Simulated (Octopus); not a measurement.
# AlRu (Pm-3m) in Octopus: equation of state

How stiff is AlRu in PBE, and what volume does it want? The cell is scaled to several volumes.

Everything below comes from runs of Octopus 16.4. Logs are shortened: lines on timing, memory, paths and dates and some standing lists are left out, and cuts for length are marked.

## 1. The structure

Symmetry: Pm-3m, No. 221, cubic system. Conventional cell: a = 2.992 Å, b = 2.992 Å, c = 2.992 Å, α = 90.00°, β = 90.00°, γ = 90.00°. Around Ru (site symmetry m-3m) lie 8 Al at 2.59 Å. Al (site symmetry m-3m) has 8 Ru at 2.59 Å as nearest neighbours.

## 2. Equation of state, PBE, 13.39 Å³/atom

Input file inp:

```
CalculationMode = gs
UnitsOutput = eV_Angstrom
PeriodicDimensions = 3
ExperimentalFeatures = yes
PseudopotentialSet = pseudodojo_pbe
%LatticeParameters
 1*angstrom | 1*angstrom | 1*angstrom
%
%LatticeVectors
 2.9916 | 0 | 0
 0 | 2.9916 | 0
 0 | 0 | 2.9916
%
%ReducedCoordinates
 "Ru" | 0.5 | 0.5 | 0.5
 "Al" | 0 | 0 | 0
%
%Spacing
 0.11506154*angstrom | 0.11506154*angstrom | 0.11506154*angstrom
%
DerivativesOrder = 8
%KPointsGrid
 9 | 9 | 9
%
KPointsUseSymmetries = yes
XCFunctional = gga_x_pbe + gga_c_pbe
SmearingFunction = fermi_dirac
Smearing = 0.05*eV
ExtraStates = 8
Eigensolver = chebyshev_filter
ConvRelDens = 3e-7
MaximumIter = 120
```

Potentials or basis: pseudodojo_pbe (PseudoDojo 0.5, PBE).

Launch:

```console
> OMP_NUM_THREADS=1 octopus > out.log
```

out.log:

```text
Running octopus

Version                : 16.4
Optional libraries     :

************************** Calculation Mode **************************
Input: [CalculationMode = gs]
**********************************************************************

Input: [SpinComponents = unpolarized]

******************************* Space ********************************
Octopus will run in 3 dimension(s).
Octopus will treat the system as periodic in 3 dimension(s).
**********************************************************************

Input: [AllElectronType = no]
Input: [PseudopotentialSet = pseudodojo_pbe]
Reading Coordinates from ReducedCoordinates block

****************************** Species *******************************
  Species 'Ru'
    type             : pseudopotential
    file             : 'Ru.upf'
    file format      : UPF2
    valence charge   : 16.0
    atomic number    :  44
    form on file     : kleinman-bylander
    lmax             : 2
    llocal           : -1
    projectors per l : 2
    total projectors : 6
    application form : kleinman-bylander
    orbitals         : 10
    bound orbitals   : 10

  Species 'Al'
    type             : pseudopotential
    file             : 'Al.upf'
    file format      : UPF2
    valence charge   : 3.0
    atomic number    :  13
    form on file     : kleinman-bylander
    lmax             : 2
    llocal           : -1
    projectors per l : 2
    total projectors : 6
    application form : kleinman-bylander
    orbitals         :  4
    bound orbitals   :  4

**********************************************************************

***************************** Symmetries *****************************
Space group No.  221
International: Pm-3m
Schoenflies: Oh^1
Info: The system has    48 symmorphic symmetries that can be used.
  Index                Rotation matrix                      Fractional translations
    1 :     1   0   0     0   1   0     0   0   1      0.000000    0.000000    0.000000
    2 :    -1   0   0     0  -1   0     0   0  -1      0.000000    0.000000    0.000000
    3 :     0   1   0    -1   0   0     0   0   1      0.000000    0.000000    0.000000
    4 :     0  -1   0     1   0   0     0   0  -1      0.000000    0.000000    0.000000
    5 :    -1   0   0     0  -1   0     0   0   1      0.000000    0.000000    0.000000
    6 :     1   0   0     0   1   0     0   0  -1      0.000000    0.000000    0.000000
[... 40 lines left out ...]
   47 :     1   0   0     0   0   1     0  -1   0      0.000000    0.000000    0.000000
   48 :    -1   0   0     0   0  -1     0   1   0      0.000000    0.000000    0.000000
Info: The system also has     0 nonsymmorphic symmetries (not used for electrons).
**********************************************************************

Input: [CurvMethod = curv_affine]
Input: [DerivativesStencil = stencil_star]

****************************** Lattice *******************************
  Lattice Vectors [A]
    2.991600    0.000000    0.000000
    0.000000    2.991600    0.000000
    0.000000    0.000000    2.991600
  Cell volume =            26.7738 [A^3]
  Reciprocal-Lattice Vectors [A^-1]
    2.100276    0.000000    0.000000
    0.000000    2.100276    0.000000
    0.000000    0.000000    2.100276
  Cell angles [degree]
    alpha =   90.000
    beta  =   90.000
[... 137 lines left out ...]
Input: [SubspaceDiagonalization = standard]
**********************************************************************

Input: [MixField = potential] (what to mix during SCF cycles)
Input: [MixingScheme = broyden]
Info: Mixing uses    4 steps and restarts after   20 steps.
Input: [LCAOStart = lcao_states]
Input: [LCAOScaleFactor = 1.000]
Input: [LCAOMaximumOrbitalRadius = 10.58 A]

** Warning:
**   Cannot do LCAO for all states because there are not enough atomic orbitals.
**   Required: 18. Available: 14. 4 orbitals will be randomized.

Info: Unnormalized total charge =     18.998455
Info: Renormalized total charge =     19.000000

** Warning:
**   Symmetrization discrepancy ratio (scalar) =  2.12343E-04

Info: Setting up Hamiltonian.
Info: Performing initial LCAO calculation with     14 orbitals.
Info: Getting Hamiltonian matrix elements.

Eigenvalues [eV]
 #st  Spin   Eigenvalue      Occupation
#k =       1, k = (  0.000000,  0.000000,  0.000000)
   1   --   -60.855326       2.000000
   2   --   -30.971726       2.000000
   3   --   -30.971726       2.000000
   4   --   -30.971726       2.000000
   5   --    -0.091438       2.000000
   6   --     6.781544       2.000000
   7   --     6.781544       2.000000
   8   --    10.574711       2.000000
   9   --    10.574711       2.000000
  10   --    10.574711       2.000000
  11   --    16.154236       2.000000
  12   --    16.154236       2.000000
  13   --    16.154236       2.000000
  14   --    33.540744       0.000000
#k =       2, k = (  0.111111,  0.000000,  0.000000)
   1   --   -60.811324       2.000000
   2   --   -30.959074       2.000000
   3   --   -30.959074       2.000000
   4   --   -30.916272       2.000000
   5   --     0.150710       2.000000
   6   --     6.986174       2.000000
   7   --     7.160886       2.000000
   8   --    10.726268       2.000000
   9   --    10.726268       2.000000
  10   --    10.778303       2.000000
  11   --    16.213106       2.000000
  12   --    16.575190       1.999429
  13   --    16.575190       1.999429
  14   --    33.988486       0.000000
[... 33 further k-points ...]
Fermi energy =    16.983237 eV
Generating random wavefunctions for states       15 and above
Orthogonalizing wavefunctions.
Info: Ground-state restart information will be written to 'restart/gs'.
Info: SCF using complex wavefunctions.
Info: Starting SCF iteration.

** Warning:
**   Symmetrization discrepancy ratio (scalar) =  5.07921E-02

*********************** SCF CYCLE ITER #    1 ************************
 etot  = -2.75562058E+03 abs_ev   =  5.42E+01 rel_ev   =  2.34E-01
 ediff =        1.01E+02 abs_dens =  1.39E+00 rel_dens =  7.32E-02
Matrix vector products: 875
Converged eigenvectors: 0

#  State  KPoint  Eigenvalue [eV]  Occupation    Error
      1       1      -60.858019    2.000000   ( 2.2E-06)
      1       2      -60.855993    2.000000   ( 5.5E-05)
      1       3      -60.853975    2.000000   ( 3.0E-05)
      1       4      -60.851963    2.000000   ( 1.4E-04)
      1       5      -60.850861    2.000000   ( 1.2E-04)
      1       6      -60.848860    2.000000   ( 2.0E-04)
      1       7      -60.846865    2.000000   ( 5.4E-05)
      1       9      -60.845017    2.000000   ( 1.3E-04)
[... 23 lines left out ...]
     18      17       33.865314    0.000000   ( 2.5E-01)
     18       1       34.429402    0.000000   ( 3.6E-01)
     18      31       34.619169    0.000000   ( 3.0E-01)
     18      25       35.204570    0.000000   ( 2.6E-01)
     18      34       35.520334    0.000000   ( 2.5E-01)
     18      29       35.881448    0.000000   ( 2.2E-01)
     18      32       35.952269    0.000000   ( 2.9E-01)
     18      35       37.284585    0.000000   ( 3.0E-01)

Density of states:

---------------------%------------------------------------------------
---------------------%------------------------------------------------
---------------------%------------------------------------------------
---------------------%------------------------------------------------
---------------------%---------------------------%--------------------
---------------------%---------------------------%--------------------
---------------------%-------------------------%-%--------------------
%--------------------%-------------------------%%%%-%-%---------------
%--------------------%-----------------------%-%%%%-%-%%%%-%%-%%%-----
%--------------------%----------------------%%%%%%%-%%%%%%%%%%%%%%--%-
                                                  ^

Fermi energy =    10.040293 eV

**********************************************************************

*********************** SCF CYCLE ITER #    2 ************************
 etot  = -2.81204955E+03 abs_ev   =  1.80E+01 rel_ev   =  7.21E-02
 ediff =        2.07E+00 abs_dens =  6.31E-01 rel_dens =  3.32E-02
Matrix vector products: 875
Converged eigenvectors: 0
[... 163 lines left out ...]
*********************** SCF CYCLE ITER #   16 ************************
 etot  = -2.81492860E+03 abs_ev   =  1.64E-05 rel_ev   =  6.51E-08
 ediff =        1.78E-06 abs_dens =  7.99E-07 rel_dens =  4.21E-08
Matrix vector products: 875
Converged eigenvectors: 135

#  State  KPoint  Eigenvalue [eV]  Occupation    Error
      1       1      -62.679714    2.000000   ( 1.1E-08)
      1       2      -62.677881    2.000000   ( 1.6E-08)
      1       3      -62.676054    2.000000   ( 1.2E-08)
      1       4      -62.674233    2.000000   ( 1.3E-08)
      1       5      -62.673237    2.000000   ( 1.3E-08)
      1       6      -62.671426    2.000000   ( 1.7E-08)
      1       7      -62.669618    2.000000   ( 1.5E-08)
      1       9      -62.667951    2.000000   ( 1.8E-08)
[... 23 lines left out ...]
     18      33       28.507504    0.000000   ( 2.8E-02)
     18       3       28.511036    0.000000   ( 1.5E-02)
     17       1       29.034620    0.000000   ( 1.2E-02)
     18      28       29.157172    0.000000   ( 3.0E-03)
     18       1       29.295727    0.000000   ( 2.5E-02)
     18      32       30.651343    0.000000   ( 3.2E-02)
     18      34       31.421606    0.000000   ( 2.4E-02)
     18      35       34.126887    0.000000   ( 2.3E-02)

Density of states:

---------------------%------------------------------------------------
---------------------%------------------------------------------------
---------------------%------------------------------------------------
---------------------%------------------------------------------------
---------------------%------------------------------------------------
---------------------%---------------------------%%%------------------
---------------------%---------------------------%%%------------------
%--------------------%---------------------------%%%----%-%-----------
%--------------------%-------------------------%%%%%-%-%%%%%%%%%%-----
%--------------------%------------------------%%%%%%%%%%%%%%%%%%%%----
                                                   ^

Fermi energy =     9.087673 eV

**********************************************************************

Info: SCF converged in   16 iterations

** Warning:
**   Some of the states are not fully converged!

Info: Number of matrix-vector products:      14000
Info: Finished writing information to 'restart/gs'.

Octopus emitted 20 warnings.
```

It took 5 min on 1 thread of Intel Xeon Platinum 8488C (Sapphire Rapids), shared host; peak memory 0.65 GiB.

Results:

| Item | Value |
| --- | --- |
| Free energy | -2814.9440 eV |
| Band gap on the k mesh | none (metal or under the smearing width) |

## 3. Equation of state, PBE, 13.12 Å³/atom (volume scaled by 0.98)

inp: that of step 2 with these lines changed.

```diff
@@ -9,5 +9,5 @@
 %LatticeVectors
- 2.9916 | 0 | 0
- 0 | 2.9916 | 0
- 0 | 0 | 2.9916
+ 2.9715215427 | 0 | 0
+ 0 | 2.9715215427 | 0
+ 0 | 0 | 2.9715215427
 %
@@ -18,3 +18,3 @@
 %Spacing
- 0.11506154*angstrom | 0.11506154*angstrom | 0.11506154*angstrom
+ 0.11428929*angstrom | 0.11428929*angstrom | 0.11428929*angstrom
 %
```

Potentials or basis: pseudodojo_pbe (PseudoDojo 0.5, PBE).

Launch:

```console
> OMP_NUM_THREADS=1 octopus > out.log
```

Run time: 4.8 min. Hardware: 1 thread of Intel Xeon Platinum 8488C (Sapphire Rapids), shared host; peak memory 0.66 GiB.

The run converged. Its results:

| Item | Value |
| --- | --- |
| Free energy | -2814.9300 eV |
| Band gap on the k mesh | none (metal or under the smearing width) |

## 4. Equation of state, PBE, 13.65 Å³/atom (volume scaled by 1.02)

inp: that of step 3 with these lines changed.

```diff
@@ -9,5 +9,5 @@
 %LatticeVectors
- 2.9715215427 | 0 | 0
- 0 | 2.9715215427 | 0
- 0 | 0 | 2.9715215427
+ 3.0114124979 | 0 | 0
+ 0 | 3.0114124979 | 0
+ 0 | 0 | 3.0114124979
 %
@@ -18,3 +18,3 @@
 %Spacing
- 0.11428929*angstrom | 0.11428929*angstrom | 0.11428929*angstrom
+ 0.11582356*angstrom | 0.11582356*angstrom | 0.11582356*angstrom
 %
@@ -32 +32,6 @@
 MaximumIter = 120
+%Output
+ density | cube
+ elf | cube
+ potential | cube
+%
```

Launch:

```console
> OMP_NUM_THREADS=1 octopus > out.log
```

Run time: 5 min. Hardware: 1 thread of Intel Xeon Platinum 8488C (Sapphire Rapids), shared host; peak memory 0.65 GiB.

The run converged. Its results:

```
Free energy            : -2814.9441 eV
Band gap on the k mesh : none (metal or under the smearing width)
```

## 5. Equation of state, PBE, 12.85 Å³/atom (volume scaled by 0.96)

inp: that of step 4 with these lines changed.

```diff
@@ -9,5 +9,5 @@
 %LatticeVectors
- 3.0114124979 | 0 | 0
- 0 | 3.0114124979 | 0
- 0 | 0 | 3.0114124979
+ 2.9511680166 | 0 | 0
+ 0 | 2.9511680166 | 0
+ 0 | 0 | 2.9511680166
 %
@@ -18,3 +18,3 @@
 %Spacing
- 0.11582356*angstrom | 0.11582356*angstrom | 0.11582356*angstrom
+ 0.11350646*angstrom | 0.11350646*angstrom | 0.11350646*angstrom
 %
@@ -32,6 +32 @@
 MaximumIter = 120
-%Output
- density | cube
- elf | cube
- potential | cube
-%
```

Launch:

```console
> OMP_NUM_THREADS=1 octopus > out.log
```

It took 5.8 min on 1 thread of Intel Xeon Platinum 8488C (Sapphire Rapids), shared host; peak memory 0.66 GiB.

The run converged. Its results:

```
Free energy            : -2814.8993 eV
Band gap on the k mesh : none (metal or under the smearing width)
```

## 6. Equation of state, PBE, 13.92 Å³/atom (volume scaled by 1.04)

inp: that of step 5 with these lines changed.

```diff
@@ -9,5 +9,5 @@
 %LatticeVectors
- 2.9511680166 | 0 | 0
- 0 | 2.9511680166 | 0
- 0 | 0 | 2.9511680166
+ 3.0309676725 | 0 | 0
+ 0 | 3.0309676725 | 0
+ 0 | 0 | 3.0309676725
 %
@@ -18,3 +18,3 @@
 %Spacing
- 0.11350646*angstrom | 0.11350646*angstrom | 0.11350646*angstrom
+ 0.11657568*angstrom | 0.11657568*angstrom | 0.11657568*angstrom
 %
```

Potentials or basis: pseudodojo_pbe (PseudoDojo 0.5, PBE).

Launch:

```console
> OMP_NUM_THREADS=1 octopus > out.log
```

Run time: 4.6 min. Hardware: 1 thread of Intel Xeon Platinum 8488C (Sapphire Rapids), shared host; peak memory 0.65 GiB.

Results (log left out):

| Property | Result |
| --- | --- |
| Free energy | -2814.9321 eV |
| Band gap on the k mesh | none (metal or under the smearing width) |

## 7. Equation of state, PBE, 12.58 Å³/atom (volume scaled by 0.94)

inp: that of step 6 with these lines changed.

```diff
@@ -9,5 +9,5 @@
 %LatticeVectors
- 3.0309676725 | 0 | 0
- 0 | 3.0309676725 | 0
- 0 | 0 | 3.0309676725
+ 2.9305298028 | 0 | 0
+ 0 | 2.9305298028 | 0
+ 0 | 0 | 2.9305298028
 %
@@ -18,3 +18,3 @@
 %Spacing
- 0.11657568*angstrom | 0.11657568*angstrom | 0.11657568*angstrom
+ 0.11271268*angstrom | 0.11271268*angstrom | 0.11271268*angstrom
 %
```

Launch:

```console
> OMP_NUM_THREADS=1 octopus > out.log
```

Run time: 5.5 min. Hardware: 1 thread of Intel Xeon Platinum 8488C (Sapphire Rapids), shared host; peak memory 0.66 GiB.

The run converged. Its results:

```
Free energy            : -2814.8506 eV
Band gap on the k mesh : none (metal or under the smearing width)
```

[end of part 1 of 2]
